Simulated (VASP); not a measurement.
Method: PBEsol GGA, VASP's PBE PAW potentials (set 64) (plane waves; VASP 6.6.1).

Input for VASP

File KPOINTS:
```
Automatic mesh
0
gamma
  7 7 7
```

**INCAR**
```
ALGO = Normal
CSHIFT = 0.1
EDIFF = 1E-7
ENCUT = 400
GGA = PS
ISMEAR = 0
LASPH = .True.
LCHARG = .False.
LMAXMIX = 4
LOPTICS = .True.
LREAL = .False.
LWAVE = .False.
NBANDS = 78
NEDOS = 1001
NELM = 100
PREC = Accurate
SIGMA = 0.01
SYSTEM = CsPbI3
```

POSCAR:
```
CsPbI3
1
    6.2088593499    -0.0000000000     0.0000000000
   -0.0000000000     6.2088593499    -0.0000000000
    0.0000000000    -0.0000000000     6.2088593499
Cs Pb I
1 1 3
Direct
  0.0000000000   0.0000000000   0.0000000000
  0.5000000000   0.5000000000   0.5000000000
  0.5000000000   0.0000000000   0.5000000000
  0.0000000000   0.5000000000   0.5000000000
  0.5000000000   0.5000000000   0.0000000000
```

POTCAR, in this order: Cs_sv Pb_d I (PBE.64 set). Program: vasp_std.

Output of the run:

### OSZICAR
```
       N       E                     dE             d eps       ncg     rms          rms(c)
DAV:   1     0.317498591994E+03    0.31750E+03   -0.13063E+04  3120   0.395E+02
DAV:   2     0.223744632660E+02   -0.29512E+03   -0.26904E+03  3456   0.122E+02
DAV:   3    -0.140385490513E+02   -0.36413E+02   -0.35608E+02  3728   0.490E+01
DAV:   4    -0.152956042484E+02   -0.12571E+01   -0.12553E+01  3882   0.100E+01
DAV:   5    -0.153347389354E+02   -0.39135E-01   -0.39130E-01  4416   0.173E+00    0.384E+00
DAV:   6    -0.150784703406E+02    0.25627E+00   -0.11868E-01  4758   0.160E+00    0.234E+00
DAV:   7    -0.150491625280E+02    0.29308E-01   -0.12892E-01  4568   0.947E-01    0.934E-01
DAV:   8    -0.150532482320E+02   -0.40857E-02   -0.23961E-02  4062   0.620E-01    0.187E-01
DAV:   9    -0.150524005010E+02    0.84773E-03   -0.22355E-03  4472   0.251E-01    0.106E-01
DAV:  10    -0.150524778536E+02   -0.77353E-04   -0.53984E-04  3648   0.768E-02    0.280E-02
DAV:  11    -0.150524957284E+02   -0.17875E-04   -0.91438E-05  4144   0.243E-02    0.233E-02
DAV:  12    -0.150524934462E+02    0.22822E-05   -0.90891E-06  3824   0.647E-03    0.953E-03
DAV:  13    -0.150524934841E+02   -0.37855E-07   -0.23382E-06  3584   0.463E-03    0.337E-03
DAV:  14    -0.150524934758E+02    0.83205E-08   -0.41679E-07  4148   0.195E-03
   1 F= -.15052493E+02 E0= -.15052493E+02  d E =-.207852E-14
 imaginary and real dielectric function
```

### OUTCAR
```
------------------------ aborting loop because EDIFF is reached ----------------------------------------
  FORCE on cell =-STRESS in cart. coord.  units (eV):
  Direction    XX          YY          ZZ          XY          YZ          ZX
  --------------------------------------------------------------------------------------
  Total        0.4385266      0.4385266      0.4385266      0.0000000      0.0000000     -0.0000000
  in kB        2.9354255      2.9354255      2.9354255      0.0000000      0.0000000     -0.0000000
  external PRESSURE =       2.9354255 kB  Pullay stress =       0.0000000 kB
  volume of cell :      239.35
      direct lattice vectors                 reciprocal lattice vectors
     6.208859350  0.000000000  0.000000000     0.161060179  0.000000000  0.000000000
     0.000000000  6.208859350  0.000000000     0.000000000  0.161060179  0.000000000
     0.000000000  0.000000000  6.208859350     0.000000000  0.000000000  0.161060179
 POSITION                                       TOTAL-FORCE (eV/Angst)
 -----------------------------------------------------------------------------------
      0.00000      0.00000      0.00000         0.000000      0.000000      0.000000
      3.10443      3.10443      3.10443         0.000000      0.000000      0.000000
      3.10443      0.00000      3.10443         0.000000      0.000000      0.000000
      0.00000      3.10443      3.10443         0.000000      0.000000      0.000000
      3.10443      3.10443      0.00000         0.000000      0.000000      0.000000
 -----------------------------------------------------------------------------------
    total drift:                                0.000000     -0.000000     -0.000000
  FREE ENERGIE OF THE ION-ELECTRON SYSTEM (eV)
  ---------------------------------------------------
  free  energy   TOTEN  =       -15.0524934758 eV

  energy  without entropy=      -15.0524934758  energy(sigma->0) =      -15.05249348

 plasma frequency squared (from intraband transitions) (eV^2)
  --------------------------------------------------------------------------------------
       0.000      -0.000       0.000
       0.000       0.000       0.000
       0.000      -0.000       0.000

 plasma frequency squared (from interband transitions, int dw w eps(2)(w)) (eV^2)
  --------------------------------------------------------------------------------------
     213.064       0.000      -0.000      -0.000       0.000      -0.000
      -0.000       0.000     213.064       0.000      -0.000       0.000
       0.000       0.000      -0.000      -0.000     213.064       0.000
```
(Selected blocks of OUTCAR.)

The dielectric response may not be converged in the k-mesh; for small gaps it tends to come out too large.

The compound is CsPbI3 in the cubic perovskite structure, the ideal cubic form; the compound distorts at low or room temperature. It was relaxed first.
